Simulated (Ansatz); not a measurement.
# CdTe: pressure up to the limit of the methods

The task here is to estimate one member of a computed series from the others.

Program: Ansatz 0.2.0. Level of theory: DFT, PBEsol, PAW with Ansatz's default frozen-core files, scalar-relativistic. These are calculated values, not measurements.

## The system as given

The structure is cubic, space group Pm-3m (No. 221). Conventional cell: a = 3.347 Å, b = 3.347 Å, c = 3.347 Å, α = 90.00°, β = 90.00°, γ = 90.00°. Cd (site symmetry m-3m) has 8 Te at 2.90 Å in its first shell of neighbours. Around Te (site symmetry m-3m) lie 8 Cd at 2.90 Å.

Structure file:

```xyz
2
Lattice="3.3465 0.0000 0.0000 0.0000 3.3465 0.0000 0.0000 0.0000 3.3465" Properties=species:S:1:pos:R:3 pbc="T T T"
Cd    0.0000    0.0000    0.0000
Te    1.6733    1.6733    1.6733
```

Whether this phase is the stable one at these pressures isn't tested.

Atoms are numbered in the order of the input: Cd1, Te2.

The first run:

input.yaml

```yaml
crystal:
  lattice:
    - [3.3465029723, 0.0, 0.0]
    - [0.0, 3.3465029723, 0.0]
    - [0.0, 0.0, 3.3465029723]
  atoms:
    - { symbol: Cd, position: [0.0, 0.0, 0.0] }
    - { symbol: Te, position: [0.5, 0.5, 0.5] }
kpoints:
  mp_grid: { grid: [13, 13, 13] }
scf:
  occupations: { method: fermi_dirac, width: 0.05 }
hamiltonian:
  xc: pbesol
  pseudopotentials: { kind: paw }
output:
  forces: true
  stress: true
relax:
  f_tol: 0.005
  max_steps: 40
  cell: {}
```

The run is started by

```console
$ ansatz run input.yaml --threads 1 --pin off --max-ram 2048MiB --backend cpu --events-out ev --progress --plain --runs-dir out
```

Steps of the session up to this table: Cell relaxed at zero pressure, PAW; Volume scaled by 1, PAW; Volume scaled by 0.9, PAW; Volume scaled by 0.8, PAW; Volume scaled by 0.7, PAW; Volume scaled by 0.6, PAW; Volume scaled by 0.5, PAW; Volume scaled by 0.4, PAW.

One table of the session follows, with a row left open; its other results are not shown here.

```
method  volume over the first  volume (Å³/atom)  pressure (GPa)
   PAW                      1            25.339            0.00
   PAW                    0.9            22.805            7.64
   PAW                    0.8                 ?               ?
   PAW                    0.7            17.738           47.93
   PAW                    0.6            15.204          101.03
   PAW                    0.5            12.670          215.92
   PAW                    0.4            10.136          493.80
```

Estimate the missing values for PAW, 0.8.

**Answer.** volume (Å³/atom): 20.271; pressure (GPa): 21.64. In the column «volume (Å³/atom)» it lies between PAW, 0.7 (17.738) and PAW, 0.9 (22.805).

Caveats from the session: At pressures up to 494 GPa the PAW spheres may overlap and frozen cores may not hold, so those PAW values are rough without an all-electron check.
